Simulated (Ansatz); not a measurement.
# GaSb (F-43m) in Ansatz: further runs

Aim: see how the results for GaSb move with the level of theory and the settings. Levels: PBE, PBEsol, revPBE. Tasks: single point, relaxation of cell and atoms.

All numbers are computed with Ansatz 0.2.0; they aren't measurements. Logs are shortened: lines on timing, memory, paths and dates and some standing lists are left out, and cuts for length are marked.

**The experiment to reproduce.**

From a printed reference work, data compilation, for a bulk crystal of GaSb at 4.2 K: band gap 0.811 eV (direct).

The results are compared with them further down.

## (1) The structure

The structure is cubic, space group F-43m (No. 216). The conventional cell has a = 6.118 Å, b = 6.118 Å, c = 6.118 Å, α = 90.00°, β = 90.00°, γ = 90.00°. Around Sb (site symmetry -43m) lie 4 Ga at 2.65 Å. Ga (site symmetry -43m) is surrounded by 4 Sb at 2.65 Å.

## (2) Single point, PBE

The input, input.yaml:

```yaml
crystal:
  lattice:
    - [0.0, 3.059, 3.059]
    - [3.059, 0.0, 3.059]
    - [3.059, 3.059, 0.0]
  atoms:
    - { symbol: Sb, position: [0.75, 0.75, 0.75] }
    - { symbol: Ga, position: [0.0, 0.0, 0.0] }
kpoints:
  mp_grid: { grid: [8, 8, 8] }
scf:
  occupations: { method: gaussian, width: 0.021 }
hamiltonian:
  xc: pbe
  pseudopotentials: { kind: all_electron, lapw: { basis_error: 0.001 } }
output:
  forces: true
  stress: true
  eigenvalues: true
```

Potentials or basis: all-electron LAPW, scalar-relativistic.

Run with:

```console
$ ansatz run input.yaml --threads 1 --pin off --max-ram 3072MiB --backend cpu --events-out ev --progress --plain --runs-dir out
```

What it wrote:

```text
Warning: RAYON_NUM_THREADS=1 ignored (pool sized by the plan → 1); use --threads N
LAPW: plane waves up to 8.544 Å⁻¹, error target 1.0e-3 eV per atom; small_component_spin mean_spin; Ga in spheres of 1.300 Å, 21 of its electrons in bands, Dirac shells []; Sb in spheres of 1.350 Å, 23 of its electrons in bands, Dirac shells [] (how accurate: hamiltonian.pseudopotentials.lapw.basis_error, Limitations)
Engine: ansatz 0.2.0, x86_64-unknown-linux-gnu
Pseudopotentials: kind: all_electron
Pseudopotential: Sb, LAPW, valence charge 23, lapw/all_electron/scalar/gaussian/Sb, Koelling and Harmon's equation, gaussian nucleus
Pseudopotential: Ga, LAPW, valence charge 21, lapw/all_electron/scalar/gaussian/Ga, Koelling and Harmon's equation, gaussian nucleus
Functional definition: PBE
  parameter kappa = 0.804
  parameter beta = 0.06672455060314922
  exchange = pbe_x(kappa = kappa, mu = beta*pi^2/3)
  correlation = pbe_c(beta = beta)
Crystal: 2 atoms, lattice volume = 57.249 Å³
Basis set: ecut = 278.12023694752486 eV, 609 PW (Γ), exchange–correlation at level 2
Bands: 27, of which v1, the nominal top of the filled ones, is band 22 counted from 1 (21 counted from 0)
Symmetry: 24 space group operations
Space group: F-43m (ITA 216), of the structure as read, at distance tolerance 3.9e-5 Å
k-points: 29 of 512 (time reversal used)
Non-local potential: Sb, projectors of the file, none
Non-local potential: Ga, projectors of the file, none
Initial density: superposition of atomic densities (chi_scale 0.1, normalization cell, long waves kept (reshape's long-wave potential 0.00 eV rms))
Initial wavefunctions: plane waves of lowest kinetic energy (no species holds an atomic orbital)
Functional: x = pbe(κ = 0.804, μ = 0.2195149727645171), c = pbe(β = 0.06672455060314922)
iter 1 solved again at ethr=6.79e-4 eV; its pass at ethr=1.00e-1 eV (dr2=2.99e-1 eV) is discarded
SCF iter   1: F=—  HF=-229268.400737 eV  |F-HF|=—  |Δ(HF+E_count)|=         —  Δρ=2.11e-2  dr2=3.00e-1  ethr=6.79e-4  ⟨swp⟩=2.7  Hψ=5038  notcnv=0
preconditioner: auto → none  [insulator: Δε(μ)=0.085 eV  Ē_g=15.096 eV  σ=0.021 eV  W_gap=1.00  n_scr=14 (ndim 8)  ℏωp=20.8 eV  f_vac=0.121  D(μ)=0.01/eV (n_scr^D=0)  ε∞_Penn≈2.9]
SCF iter   2: F=—  HF=-229268.351897 eV  |F-HF|=—  |Δ(HF+E_count)|=   4.88e-2  Δρ=9.70e-3  dr2=6.15e-2  ethr=6.79e-4  ⟨swp⟩=2.0  Hψ=2320  notcnv=0
iter 3 solved again at ethr=1.35e-5 eV; its pass at ethr=1.40e-4 eV (dr2=5.92e-3 eV) is discarded
SCF iter   3: F=—  HF=-229268.355761 eV  |F-HF|=—  |Δ(HF+E_count)|=   3.86e-3  Δρ=2.80e-3  dr2=5.94e-3  ethr=1.35e-5  ⟨swp⟩=2.0  Hψ=3922  notcnv=0
SCF iter   4: F=—  HF=-229268.343730 eV  |F-HF|=—  |Δ(HF+E_count)|=   1.20e-2  Δρ=4.51e-4  dr2=7.70e-5  ethr=1.35e-5  ⟨swp⟩=2.0  Hψ=2320  notcnv=0
SCF iter   5: F=—  HF=-229268.343875 eV  |F-HF|=—  |Δ(HF+E_count)|=         —  Δρ=1.09e-4  dr2=5.60e-6  ethr=1.75e-7  ⟨swp⟩=3.0  Hψ=2292  notcnv=0
the basis was enlarged: its passes take 123.1 KiB over the memory plan, 1 of 1 planned eigensolver slots
SCF iter   6: F=—  HF=-229268.343886 eV  |F-HF|=—  |Δ(HF+E_count)|=   1.10e-5  Δρ=2.00e-5  dr2=3.73e-7  ethr=1.27e-8  ⟨swp⟩=3.0  Hψ=2294  notcnv=0
SCF iter   7: F=-229268.343886 eV  HF=-229268.343886 eV  |F-HF|=5.78e-8  |Δ(HF+E_count)|=   2.72e-7  Δρ=7.02e-6  dr2=2.80e-8  ethr=8.47e-10  ⟨swp⟩=3.0  Hψ=2292  notcnv=0
SCF 1 converged in 7 iterations: F = -229268.343886 eV  dr2 = 2.80e-8
SCF converged after 7 iterations
Free energy (F): -229268.343886 eV
Harris-Foulkes:  -229268.343886 eV  (|F-HF|=5.78e-8)
Internal energy: -229268.343853 eV  (E = F + TS)
E sigma→0 (E₀):  -229268.343869 eV
Entropy (-TS):   -0.000033 eV (-0.017 meV/atom)
Fermi energy:    9.804606 eV
--- Per-component energies (eV) ---
  E_band       = -1771.276484
  E_kinetic    = 239813.612979
  E_xc         = -6703.719271
  E_electrostatic = -462378.237561  (all electrons and nuclei)
  E_smearing   = -0.000033  (= −TS)
  E_closure    = 0.000000  (closes the sum)
  E_atoms      = -229261.009040  (free atoms, spherical and without spin; not in F)
  Σ components = -229268.343886   (vs F -229268.343886, Δ=0.00e0)
  Basis errors (estimates in eV, not in F): energy 4.4e-4 per atom: plane waves 3.9e-4 (2.3e-4 summed), levels above the bands 0.0e0, relativity 3.7e-8, radial functions 4.3e-5, core shells 4.6e-8; eigenvalues (radial functions only) 9.2e-7; not estimated: angular momenta, meshes, grids; target (lapw.basis_error) 1.0e-3; muffin-tin radii Ga 1.300 Å, Sb 1.350 Å
--- Forces (eV/Å), atoms counted from 1 ---
  atom   1  Sb    -0.00000000     0.00000000     0.00000000
  atom   2  Ga     0.00000000    -0.00000000     0.00000000
  max |Σ_I F_I| component: 1.56e-17 eV/Å
--- Stress (GPa, compression-positive) ---
        2.301913      -0.000000      -0.000000
       -0.000000       2.301913       0.000000
       -0.000000       0.000000       2.301913
  P = ⅓ Tr σ = 2.3019 GPa (23.019 kbar)
--- Band table (eV; the first three rows and the last of 29) ---
  k-point 0: bands = ["-134.1830", "-134.0869", "-87.1524", "-87.1524", "-87.1524", "-84.8166", "-84.8166", "-84.8166", "-18.9835", "-18.9835", "-18.9835", "-18.9642", "-18.9642", "-5.2149", "-5.2149", "-5.2149", "-5.1659", "-5.1659", "-1.6955", "9.7808", "9.7808", "9.7808", "9.8192", "12.5689", "12.5689", "12.5689", "15.5965"]
  k-point 1: bands = ["-134.1830", "-134.0869", "-87.1524", "-87.1524", "-87.1524", "-84.8166", "-84.8166", "-84.8166", "-18.9834", "-18.9831", "-18.9831", "-18.9641", "-18.9641", "-5.2192", "-5.2130", "-5.2130", "-5.1662", "-5.1662", "-1.5355", "7.7758", "9.5285", "9.5285", "10.8167", "12.9151", "12.9151", "13.2152", "16.4249"]
  k-point 2: bands = ["-134.1830", "-134.0869", "-87.1524", "-87.1524", "-87.1524", "-84.8166", "-84.8166", "-84.8166", "-18.9832", "-18.9821", "-18.9821", "-18.9638", "-18.9638", "-5.2295", "-5.2088", "-5.2088", "-5.1665", "-5.1665", "-1.0799", "5.7606", "9.0811", "9.0811", "10.5944", "13.4337", "13.4337", "14.9907", "16.9926"]
  k-point 28: bands = ["-134.1830", "-134.0869", "-87.1524", "-87.1524", "-87.1524", "-84.8166", "-84.8166", "-84.8166", "-18.9829", "-18.9812", "-18.9776", "-18.9646", "-18.9622", "-5.2550", "-5.1964", "-5.1917", "-5.1718", "-5.1667", "0.7964", "3.1161", "6.4392", "6.6605", "13.4708", "14.1163", "14.2035", "14.5545", "19.7370"]
```

It took 31 s on 1 thread of Intel Xeon at 2.50GHz (Skylake/Cascade Lake), shared host; peak memory 0.33 GiB.

What came out:

```
Free energy            : -229268.3439 eV
Pressure               : 2.3 GPa
Band gap on the k mesh : 0.04 eV, direct
```

Caveat: spin-orbit coupling is left out, which moves the levels of the heavy elements.

## (3) Relaxation of cell and atoms, PBEsol

input.yaml, as its differences from that of step 2:

```diff
@@ -11,5 +11,5 @@
 scf:
-  occupations: { method: gaussian, width: 0.021 }
+  occupations: { method: fermi_dirac, width: 0.05 }
 hamiltonian:
-  xc: pbe
+  xc: pbesol
   pseudopotentials: { kind: all_electron, lapw: { basis_error: 0.001 } }
@@ -18,2 +18,5 @@
   stress: true
-  eigenvalues: true
+relax:
+  f_tol: 0.005
+  max_steps: 60
+  cell: {}
```

Potentials or basis: all-electron LAPW, scalar-relativistic.

Run with:

```console
$ ansatz run input.yaml --threads 1 --pin off --max-ram 3072MiB --backend cpu --events-out ev --progress --plain --runs-dir out
```

It took 63 s on 1 thread of Intel Xeon at 2.50GHz (Skylake/Cascade Lake), shared host; peak memory 0.36 GiB.

It converged, with:

| Property | Result |
| --- | --- |
| Free energy | -229152.0999 eV |
| Relaxed volume | 28.52 Å³/atom |
| Relaxed cell | a = 4.321 Å, b = 4.321 Å, c = 4.321 Å, α = 60.00°, β = 60.00°, γ = 60.00° |
| Space group after relaxing (to 0.05 Å) | F-43m (No. 216) |
| Energy gained by relaxing | 0.0 meV/atom |
| Ionic steps | 3 |
| Pressure after relaxing | 0.0 GPa |

Final structure:
```
Sb Ga
1.0
     0.00000    3.05511    3.05511
     3.05511    0.00000    3.05511
     3.05511    3.05511    0.00000
Sb Ga
1 1
Direct
  0.75000 0.75000 0.75000
  0.00000 0.00000 0.00000
```

The run has no spin-orbit coupling, so splittings on Sb are missing.

## (4) Relaxation of cell and atoms, revPBE

input.yaml, as its differences from that of step 3:

```diff
@@ -13,3 +13,3 @@
 hamiltonian:
-  xc: pbesol
+  xc: revpbe
   pseudopotentials: { kind: all_electron, lapw: { basis_error: 0.001 } }
@@ -19,3 +19,3 @@
 relax:
-  f_tol: 0.005
+  f_tol: 0.02
   max_steps: 60
```

Potentials or basis: all-electron LAPW, scalar-relativistic.

Run with:

```console
$ ansatz run input.yaml --threads 1 --pin off --max-ram 3072MiB --backend cpu --events-out ev --progress --plain --runs-dir out
```

What it wrote:

```text
Warning: RAYON_NUM_THREADS=1 ignored (pool sized by the plan → 1); use --threads N
The last accepted step is kept in <dir> (removed where the run ends without a failure and the disk answers)
LAPW: plane waves up to 8.870 Å⁻¹, error target 1.0e-3 eV per atom; small_component_spin mean_spin; Ga in spheres of 1.260 Å, 21 of its electrons in bands, Dirac shells []; Sb in spheres of 1.309 Å, 23 of its electrons in bands, Dirac shells [] (how accurate: hamiltonian.pseudopotentials.lapw.basis_error, Limitations)
[... 4 set-up lines as earlier in the session ...]
Functional definition: revPBE
  parameter kappa = 1.245
[... 3 set-up lines as earlier in the session ...]
Crystal: 2 atoms, lattice volume = 57.249 Å³
Basis set: ecut = 299.7455519995167 eV, 645 PW (Γ), exchange–correlation at level 2
Bands: 27, of which v1, the nominal top of the filled ones, is band 22 counted from 1 (21 counted from 0)
[... 2 set-up lines as earlier in the session ...]
k-points: 29 of 512 (time reversal used)
[... 4 set-up lines as earlier in the session ...]
Functional: x = revpbe(κ = 1.245, μ = 0.2195149727645171), c = pbe(β = 0.06672455060314922)
iter 1 solved again at ethr=6.79e-4 eV; its pass at ethr=1.00e-1 eV (dr2=2.99e-1 eV) is discarded
SCF iter   1: F=—  HF=-229278.569400 eV  |F-HF|=—  |Δ(HF+E_count)|=         —  Δρ=2.15e-2  dr2=3.01e-1  ethr=6.79e-4  ⟨swp⟩=2.7  Hψ=5051  notcnv=0
preconditioner: auto → none  [insulator: Δε(μ)=0.138 eV  Ē_g=15.110 eV  σ=0.050 eV  W_gap=0.55  n_scr=14 (ndim 8)  ℏωp=20.8 eV  f_vac=0.121  D(μ)=0.04/eV (n_scr^D=0)  ε∞_Penn≈2.9]
SCF iter   2: F=—  HF=-229278.536618 eV  |F-HF|=—  |Δ(HF+E_count)|=   3.28e-2  Δρ=1.01e-2  dr2=6.42e-2  ethr=6.79e-4  ⟨swp⟩=2.0  Hψ=2320  notcnv=0
[... 40 lines left out ...]
SCF iter   2: F=—  HF=-229278.577718 eV  |F-HF|=—  |Δ(HF+E_count)|=   2.85e-7  Δρ=9.13e-6  dr2=1.07e-7  ethr=1.30e-9  ⟨swp⟩=3.0  Hψ=2235  notcnv=0
SCF iter   3: F=-229278.577718 eV  HF=-229278.577718 eV  |F-HF|=3.90e-9  |Δ(HF+E_count)|=   1.77e-7  Δρ=4.08e-6  dr2=2.08e-8  ethr=2.44e-10  ⟨swp⟩=3.0  Hψ=2297  notcnv=0
SCF 4 converged in 3 iterations: F = -229278.577718 eV  dr2 = 2.08e-8
relax step   4: F+E_penalty+E_count = -229278.57771778 eV  Δ(F+E_penalty+E_count) = -3.253e-5 eV  max|allowed force component| = 1.677e-17 eV/Å  Δτ_max = 0.0000 Å  P = -0.003 GPa  Ω = 61.476 Å³  (3 SCF iters, accepted)
iter 1 solved again at ethr=4.73e-11 eV; its pass at ethr=1.00e-1 eV (dr2=2.08e-8 eV) is discarded
SCF iter   1: F=—  HF=-229278.577718 eV  |F-HF|=—  |Δ(HF+E_count)|=         —  Δρ=4.08e-6  dr2=2.08e-8  ethr=4.73e-11  ⟨swp⟩=4.3  Hψ=3894  notcnv=0
SCF iter   2: F=-229278.577718 eV  HF=-229278.577718 eV  |F-HF|=5.70e-9  |Δ(HF+E_count)|=   1.99e-8  Δρ=2.33e-6  dr2=5.74e-9  ethr=4.73e-11  ⟨swp⟩=3.0  Hψ=2285  notcnv=0
SCF 5 converged in 2 iterations: F = -229278.577718 eV  dr2 = 5.74e-9
relax step   5: F+E_penalty+E_count = -229278.57771773 eV  Δ(F+E_penalty+E_count) = +4.639e-8 eV  max|allowed force component| = 1.735e-17 eV/Å  Δτ_max = 0.0000 Å  P = -0.004 GPa  Ω = 61.476 Å³  stress off target by 3.57e-3 GPa  SCF on the basis re-selected at this cell (its energy is not comparable with the rows above)  (2 SCF iters)
basis re-selected at this cell: Δ(F+E_penalty+E_count) = +4.639e-8 eV, ΔP = -0.000 GPa vs the last step (what re-selecting the basis moved, after the strain that the cell walked since its last selection, with what the two solves' SCF thresholds leave and, on support functions, any second-order correction that the steps lacked; it is no measure of the basis error at this ecutwfc). This SCF's stress stands 3.57e-3 GPa from its target on what of the cell is left free (relax.cell.stress_tol is 5.00e-2 GPa) and its largest allowed force component is 1.73e-17 eV/Å (relax.f_tol is 2.00e-2 eV/Å): within both
SCF converged after 2 iterations
Free energy (F): -229278.577718 eV
Harris-Foulkes:  -229278.577718 eV  (|F-HF|=5.70e-9)
Internal energy: -229278.577204 eV  (E = F + TS)
E sigma→0 (E₀):  -229278.577461 eV
Entropy (-TS):   -0.000514 eV (-0.257 meV/atom)
Fermi energy:    8.867989 eV
--- Per-component energies (eV) ---
  E_band       = -1808.517398
  E_kinetic    = 239823.028631
  E_xc         = -6713.376693
  E_electrostatic = -462388.229143  (all electrons and nuclei)
  E_smearing   = -0.000514  (= −TS)
  E_closure    = 0.000000  (closes the sum)
  E_atoms      = -229271.781791  (free atoms, spherical and without spin; not in F)
  Σ components = -229278.577718   (vs F -229278.577718, Δ=0.00e0)
  Basis errors (estimates in eV, not in F): energy 4.1e-4 per atom: plane waves 3.6e-4 (2.1e-4 summed), levels above the bands 1.1e-53, relativity 6.1e-8, radial functions 4.1e-5, core shells 5.6e-8; eigenvalues (radial functions only) 2.9e-7; not estimated: angular momenta, meshes, grids; target (lapw.basis_error) 1.0e-3; muffin-tin radii Ga 1.291 Å, Sb 1.341 Å
--- Forces (eV/Å), atoms counted from 1 ---
  atom   1  Sb    -0.00000000     0.00000000     0.00000000
  atom   2  Ga     0.00000000    -0.00000000    -0.00000000
  max |Σ_I F_I| component: 6.94e-18 eV/Å
--- Stress (GPa, compression-positive) ---
       -0.003566       0.000000       0.000000
        0.000000      -0.003566       0.000000
        0.000000       0.000000      -0.003566
  P = ⅓ Tr σ = -0.0036 GPa (-0.036 kbar)
--- Relaxed structure (4 steps of the walk, 4 accepted, 1 SCFs on fresh bases) ---
  F+E_penalty+E_count = -229278.57771773 eV   max|allowed force component| = 1.735e-17 eV/Å   (the final SCF, on the basis selected at the relaxed cell)
  cell:  # Å, volume = 61.4760 Å³
    - [2.053606178155235e-34, 3.1325051061145475, 3.1325051061145475]
    - [3.1325051061145475, 3.975162474040956e-33, 3.1325051061145475]
    - [3.1325051061145475, 3.1325051061145475, 1.7390206535414948e-33]
  atoms:
    - { symbol: Sb, position: [0.7499999999999999, 0.7499999999999999, 0.7499999999999999] }
    - { symbol: Ga, position: [-4.594073247123443e-34, 9.257008405874002e-34, 8.165055235786851e-35] }
```

Run time: 1.7 min. Hardware: 1 thread of Intel Xeon at 2.50GHz (Skylake/Cascade Lake), shared host; peak memory 0.36 GiB.

What came out:

```yaml
Free_energy: -229278.5777 eV
Relaxed_volume: 30.74 Å³/atom
Relaxed_cell: a = 4.430 Å, b = 4.430 Å, c = 4.430 Å, α = 60.00°, β = 60.00°, γ = 60.00°
Space_group_after_relaxing_to_0.05_Å: F-43m (No. 216)
Energy_gained_by_relaxing: 21.4 meV/atom
Ionic_steps: 5
Pressure_after_relaxing: 0.0 GPa
```

Step by step:
| step | energy change (eV) | largest force (eV/Å) | volume (Å³) |
| --- | --- | --- | --- |
| 1 | 0.0000 | 0.0000 | 57.25 |
| 2 | -0.0407 | 0.0000 | 62.52 |
| 3 | -0.0429 | 0.0000 | 61.60 |
| 4 | -0.0429 | 0.0000 | 61.48 |
| 5 | -0.0429 | 0.0000 | 61.48 |

Final structure:
```yaml
crystal:
  lattice:
    - [0.00000, 3.13251, 3.13251]
    - [3.13251, 0.00000, 3.13251]
    - [3.13251, 3.13251, 0.00000]
  atoms:
    - { symbol: Sb, position: [0.75000, 0.75000, 0.75000] }
    - { symbol: Ga, position: [0.00000, 0.00000, 0.00000] }
```

The run has no spin-orbit coupling, so splittings on Sb are missing. revPBE gives volumes clearly too large for solids.

## (5) Summary

| task | level | cell | cutoff (eV) | smearing | pressure (GPa) | relaxed volume (Å³/atom) |
| --- | --- | --- | --- | --- | --- | --- |
| single point | PBE | as given | 278 | gaussian 0.021 eV | 2.3 | - |
| relaxation of cell and atoms | PBEsol | relaxed | - | fermi-dirac 0.05 eV | 0.0 | 28.52 |
| relaxation of cell and atoms | revPBE | relaxed | - | fermi-dirac 0.05 eV | 0.0 | 30.74 |

Alike in all rows: potentials or basis all-electron LAPW, scalar-relativistic; no spin polarisation; k mesh 8 × 8 × 8; basis error allowed 0.001 eV/atom.

Caveats: spin-orbit coupling is left out, which moves the levels of the heavy elements (some runs).

Compare energies only between runs with the same functional and basis.

## (6) Comparison with measurements

Step 2. A measured gap of GaSb is 0.811 eV (direct; 4.2 K; a printed reference work, data compilation); the calculated 0.04 eV misses it by -0.77 eV. Spin-orbit coupling on Ga, Sb is left out. The value is that of PBE on a finite k mesh, which can miss the band edges, without temperature or zero-point motion. Semilocal functionals fall short of measured gaps as a rule.
